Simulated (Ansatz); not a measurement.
# TiO: convergence and cost

Aim, for TiO: see how the k-point mesh moves the results.

Computed with Ansatz 0.2.0 (DFT PBEsol, scalar-relativistic, plane waves, PAW, unless a step's input says otherwise).

4 further runs of the same task are left out: 3 for a known fault of the program, 1 set aside as unsound or not needed. Runs told in other sessions of the task aren't counted.

## 1. Starting point

It takes space group P6_3/mmc (No. 194, hexagonal). Conventional cell: a = 2.852 Å, b = 2.852 Å, c = 5.568 Å, α = 90.00°, β = 90.00°, γ = 120.00°. Ti (site symmetry -6m2) has 6 O at 2.16 Å in its first shell of neighbours. O (site symmetry -3m) has 6 Ti at 2.16 Å in its first shell of neighbours.

Structure file:

```cif
data_structure
_symmetry_space_group_name_H-M 'P6_3/mmc'
_symmetry_Int_Tables_number 194
_cell_length_a 2.8516
_cell_length_b 2.8516
_cell_length_c 5.5675
_cell_angle_alpha 90.000
_cell_angle_beta 90.000
_cell_angle_gamma 120.000
_cell_volume 39.21
loop_
_atom_site_label
_atom_site_type_symbol
_atom_site_symmetry_multiplicity
_atom_site_Wyckoff_symbol
_atom_site_fract_x
_atom_site_fract_y
_atom_site_fract_z
_atom_site_occupancy
Ti1 Ti 2 c 0.33333 0.66667 0.25000 1
O1 O 2 a 0.00000 0.00000 0.00000 1
```

Source of the structure: the Materials Project (structure only). It is taken as it stands there.

## 2. The base run, which the others are set against

Contents of input.yaml:

```yaml
crystal:
  lattice:
    - [2.8516080131, 0.0, 0.0]
    - [-1.4258040066, 2.469564981, 0.0]
    - [0.0, 0.0, 5.567503]
  atoms:
    - { symbol: Ti, position: [0.33333333, 0.66666667, 0.25] }
    - { symbol: Ti, position: [0.66666667, 0.33333333, 0.75] }
    - { symbol: O, position: [0.0, 0.0, 0.0] }
    - { symbol: O, position: [0.0, 0.0, 0.5] }
basis:
  ecutwfc: 420
kpoints:
  mp_grid: { grid: [18, 18, 8] }
hamiltonian:
  xc: pbesol
scf:
  occupations: { method: gaussian, width: 0.1 }
output:
  forces: true
  stress: true
  eigenvalues: true
  populations: true
```

Its results, from an earlier run: -1518.6609 eV/atom at zero smearing, pressure -10.00 GPa, largest force 0.000 eV/Å, no gap on the mesh, in 7 SCF cycles and 8.9 s.

## 3. K-point mesh: 1×1×1

Contents of input.yaml:

```yaml
crystal:
  lattice:
    - [2.8516080131, 0.0, 0.0]
    - [-1.4258040066, 2.469564981, 0.0]
    - [0.0, 0.0, 5.567503]
  atoms:
    - { symbol: Ti, position: [0.3333333333, 0.6666666667, 0.25] }
    - { symbol: Ti, position: [0.6666666667, 0.3333333333, 0.75] }
    - { symbol: O, position: [0.0, 0.0, 0.0] }
    - { symbol: O, position: [0.0, 0.0, 0.5] }
basis:
  ecutwfc: 420
kpoints:
  mp_grid: { grid: [1, 1, 1] }
hamiltonian:
  xc: pbesol
scf:
  occupations: { method: gaussian, width: 0.1 }
output:
  forces: true
  stress: true
  eigenvalues: true
```

On the command line:

```bash
> ansatz run input.yaml --threads 1 --pin off --max-ram 2560MiB --backend cpu --events-out ev --progress --plain --runs-dir out
```

## 4. K-point mesh set to 3×3×1

Edit input.yaml of step 3 so:

```diff
@@ -13,3 +13,3 @@
 kpoints:
-  mp_grid: { grid: [1, 1, 1] }
+  mp_grid: { grid: [3, 3, 1] }
 hamiltonian:
```

## 5. K-point mesh: 3×3×2

Edit input.yaml of step 4 so:

```diff
@@ -13,3 +13,3 @@
 kpoints:
-  mp_grid: { grid: [3, 3, 1] }
+  mp_grid: { grid: [3, 3, 2] }
 hamiltonian:
```

## 6. K-point mesh set to 6×6×2

Edit input.yaml of step 5 so:

```diff
@@ -13,3 +13,3 @@
 kpoints:
-  mp_grid: { grid: [3, 3, 2] }
+  mp_grid: { grid: [6, 6, 2] }
 hamiltonian:
```

## 7. K-point mesh set to 6×6×4

Edit input.yaml of step 6 so:

```diff
@@ -13,3 +13,3 @@
 kpoints:
-  mp_grid: { grid: [6, 6, 2] }
+  mp_grid: { grid: [6, 6, 4] }
 hamiltonian:
```

## 8. K-point mesh: 12×12×4

Edit input.yaml of step 7 so:

```diff
@@ -13,3 +13,3 @@
 kpoints:
-  mp_grid: { grid: [6, 6, 4] }
+  mp_grid: { grid: [12, 12, 4] }
 hamiltonian:
```

## 9. K-point mesh set to 12×12×6

Edit input.yaml of step 8 so:

```diff
@@ -13,3 +13,3 @@
 kpoints:
-  mp_grid: { grid: [12, 12, 4] }
+  mp_grid: { grid: [12, 12, 6] }
 hamiltonian:
```

## 10. K-point mesh: 24×24×10

Edit input.yaml of step 9 so:

```diff
@@ -13,3 +13,3 @@
 kpoints:
-  mp_grid: { grid: [12, 12, 6] }
+  mp_grid: { grid: [24, 24, 10] }
 hamiltonian:
@@ -22 +22,5 @@
   eigenvalues: true
+  write_density: true
+  write_potential: true
+  elf: true
+  volumetric_format: npy
```

## 11. K-point mesh set to 24×24×12

Edit input.yaml of step 10 so:

```diff
@@ -13,3 +13,3 @@
 kpoints:
-  mp_grid: { grid: [24, 24, 10] }
+  mp_grid: { grid: [24, 24, 12] }
 hamiltonian:
```

## 12. K-point mesh set to 30×30×12

Edit input.yaml of step 11 so:

```diff
@@ -13,3 +13,3 @@
 kpoints:
-  mp_grid: { grid: [24, 24, 12] }
+  mp_grid: { grid: [30, 30, 12] }
 hamiltonian:
@@ -22,5 +22 @@
   eigenvalues: true
-  write_density: true
-  write_potential: true
-  elf: true
-  volumetric_format: npy
```

(Steps that only read results are left out.)

Q: Predict the outcome of the series: the values and the trend.

As calculated:

| quantity | value |
| --- | --- |
| k-point mesh: within 10 and 1 meV/atom of 30×30×12 from | 6×6×2 for 10; 6×6×4 for 1 |

What this shows: For the k-point mesh, the energy stays within 1 meV/atom of the reference from 6×6×4 on, at about 0.05 of the reference's time. The reference is only the best run made, not a proven limit. The error changes sign along the series, since a k mesh isn't variational, and a metal needs dense meshes to resolve its Fermi surface. The listed cell is far from this method's equilibrium (-10.0 GPa, forces up to 0.00 eV/Å), so its values are not those of the relaxed crystal. Spin polarisation is off in the runs that give these values; a magnetic solution could lie lower.
